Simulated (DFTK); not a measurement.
The system is HfN.

```
Hf N
1.0
     0.00000    2.25600    2.25600
     2.25600    0.00000    2.25600
     2.25600    2.25600    0.00000
Hf N
1 1
Direct
  0.00000 0.00000 0.00000
  0.50000 0.50000 0.50000
```

Program: DFTK 0.8.2. Alike in all runs: task band structure; potentials or basis SG15 1.2 (PBE); no spin polarisation; cell as given; cutoff (eV) 1225; smearing fermi-dirac 0.05 eV.

Q: Order these runs on this cell by their pressure, lowest first.
A. level LDA; k mesh 8 × 8 × 8
B. level r2SCAN; k mesh 7 × 7 × 7
C. level RPBE; k mesh 8 × 8 × 8
D. level TPSS; k mesh 8 × 8 × 8
E. level WC; k mesh 8 × 8 × 8

A: A (-12.1 GPa), B (-7.4 GPa), E (-0.8 GPa), D (6.9 GPa), C (14.7 GPa).

Caveats: the potentials were made for another functional, which shifts forces and pressure; the program warned that the kinetic-energy density falls under its von Weizsäcker bound, which can give unphysical results (some runs).

Not every run made on this cell is shown here.
